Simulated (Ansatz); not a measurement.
A (001) slab of relaxed bulk Mo (Im-3m, 15.78 Å³/atom, gap on the mesh 0.00 eV), 4 planes in a 6×1 cell with the lowest 2 held; added atoms sit on lattice sites of the next plane. A dipole correction is on. The surface energy is the mean of the held and the free face; step energies are per length and the mean of the stripe's two steps, which run along the shortest translation of the plane; step and island energies count from the flat slab and bulk atoms.

All numbers below come from DFT PBE, scalar-relativistic, plane waves, PAW (Ansatz).

Cutoff 420 eV; k points 2×10×1 on the computed 27-atom cell (Γ-centred); Gaussian smearing, width 0.10 eV; no spin polarisation.

Start (stripe of 3 atoms):

```
CELL_PARAMETERS angstrom
18.96265 0.00000 0.00000
0.00000 3.16044 0.00000
0.00000 0.00000 18.32088
ATOMIC_POSITIONS crystal
Mo 0.00000 0.00000 0.08187
Mo 0.08333 0.50000 0.16813
Mo 0.16667 0.00000 0.08187
Mo 0.25000 0.50000 0.16813
Mo 0.33333 0.00000 0.08187
Mo 0.41667 0.50000 0.16813
Mo 0.50000 0.00000 0.08187
Mo 0.58333 0.50000 0.16813
Mo 0.66667 0.00000 0.08187
Mo 0.75000 0.50000 0.16813
Mo 0.83333 0.00000 0.08187
Mo 0.91667 0.50000 0.16813
Mo 0.00000 0.00000 0.25438
Mo 0.08333 0.50000 0.34063
Mo 0.16667 0.00000 0.25438
Mo 0.25000 0.50000 0.34063
Mo 0.33333 0.00000 0.25438
Mo 0.41667 0.50000 0.34063
Mo 0.50000 0.00000 0.25438
Mo 0.58333 0.50000 0.34063
Mo 0.66667 0.00000 0.25438
Mo 0.75000 0.50000 0.34063
Mo 0.83333 0.00000 0.25438
Mo 0.91667 0.50000 0.34063
Mo 0.00000 0.00000 0.42688
Mo 0.16667 0.00000 0.42688
Mo 0.33333 0.00000 0.42688
```

Problem. Give the relaxed structure and its energy.

Solution. The free energy falls by 45 meV/atom.

```
step energy (meV/Å)  : 24
gap on the mesh (eV) : 0
```

Relaxed structure:
```
CELL_PARAMETERS angstrom
18.96265 0.00000 0.00000
0.00000 3.16044 0.00000
0.00000 0.00000 18.32088
ATOMIC_POSITIONS crystal
Mo 0.00000 0.00000 0.08187
Mo 0.08333 0.50000 0.16813
Mo 0.16667 0.00000 0.08187
Mo 0.25000 0.50000 0.16813
Mo 0.33333 0.00000 0.08187
Mo 0.41667 0.50000 0.16813
Mo 0.50000 0.00000 0.08187
Mo 0.58333 0.50000 0.16813
Mo 0.66667 0.00000 0.08187
Mo 0.75000 0.50000 0.16813
Mo 0.83333 0.00000 0.08187
Mo 0.91667 0.50000 0.16813
Mo 0.99940 0.00000 0.25221
Mo 0.08441 0.50000 0.34107
Mo 0.16667 0.00000 0.25009
Mo 0.24892 0.50000 0.34107
Mo 0.33394 0.00000 0.25221
Mo 0.41206 0.50000 0.34139
Mo 0.50124 0.00000 0.25745
Mo 0.58052 0.50000 0.33143
Mo 0.66667 0.00000 0.25795
Mo 0.75281 0.50000 0.33143
Mo 0.83209 0.00000 0.25745
Mo 0.92127 0.50000 0.34139
Mo 0.99967 0.00000 0.41488
Mo 0.16667 0.00000 0.41645
Mo 0.33367 0.00000 0.41488
```

Small energy differences in metals hang on the k mesh (about 10 mJ/m² or 1 to 2 meV/atom on the mesh of the relaxation).

Time: 24 min on 4 threads of Intel(R) Xeon(R) Processor @ 2.50GHz (Skylake/Cascade Lake), on a shared host, peak memory 5.3 GiB.